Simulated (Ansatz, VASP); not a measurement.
One calculation of ZnS (Wurtzite-2H), two programs

INCAR

```
SYSTEM = ZnS
ALGO = Normal
EDIFF = 1E-6
ENCUT = 520
GGA = PE
ISIF = 2
ISMEAR = 0
LASPH = .True.
LCHARG = .False.
LREAL = .False.
LWAVE = .False.
NBANDS = 26
NELM = 80
PREC = Accurate
SIGMA = 0.013000000000000001
```

Contents of KPOINTS:

```
k-points
0
Gamma
  8 8 5
  0 0 0
```

The input POSCAR:

```
ZnS
1.0
    3.8110000000      0.0000000000      0.0000000000
   -1.9055000000      3.3004228138      0.0000000000
    0.0000000000      0.0000000000      6.2340000000
Zn S
2 2
Direct
    0.6666666667      0.3333333333      0.5000000000
    0.3333333333      0.6666666667      0.0000000000
    0.6666666667      0.3333333333      0.8850000000
    0.3333333333      0.6666666667      0.3850000000
```

Contents of input.yaml:

```yaml
crystal:
  lattice:
    - [3.811, 0.0, 0.0]
    - [-1.9055, 3.3004228138, 0.0]
    - [0.0, 0.0, 6.234]
  atoms:
    - { symbol: Zn, position: [0.6666666667, 0.3333333333, 0.5] }
    - { symbol: Zn, position: [0.3333333333, 0.6666666667, 0.0] }
    - { symbol: S, position: [0.6666666667, 0.3333333333, 0.885] }
    - { symbol: S, position: [0.3333333333, 0.6666666667, 0.385] }
hamiltonian:
  xc: pbe
  pseudopotentials: { kind: paw }
kpoints:
  mp_grid: { grid: [8, 8, 5] }
scf:
  occupations: { method: gaussian, width: 0.013 }
output:
  forces: true
  stress: true
  eigenvalues: true
```

Alike in both runs: task single point; functional PBE; k mesh 8 × 8 × 5; occupations gaussian, width 0.013 eV; no spin polarisation.

|  | VASP | Ansatz |
| --- | --- | --- |
| version | VASP 6.6.1 | Ansatz 0.2.0 |
| potentials or method | VASP PAW PBE potentials, release 64 (Zn, S) | Ansatz PAW |
| plane-wave cutoff (eV) | 520 | 420 |
| valence electrons in the cell | 36 | 36 |

VASP gave:

```
gap on the k mesh at the Fermi level (eV)       : 2.25
least direct gap on the mesh (eV)               : 2.25
pressure (GPa)                                  : 2.5
largest component of the traceless stress (GPa) : 1.37
rms of the force components (eV/Å)              : 0.186
```

Question: What did Ansatz give for the same quantities?

Answer: gap on the k mesh at the Fermi level (eV): 2.25; least direct gap on the mesh (eV): 2.25; pressure (GPa): 2.3; largest component of the traceless stress (GPa): 1.35; rms of the force components (eV/Å): 0.184.

Atom by atom the forces differ by 0.002 eV/Å (rms over components).

Caveats: odd divisions of the mesh miss points on the zone boundary, where band edges often lie, so the gap on the mesh can be too wide (Ansatz). A hybrid or GW would open this gap; PBE tends to underestimate it.
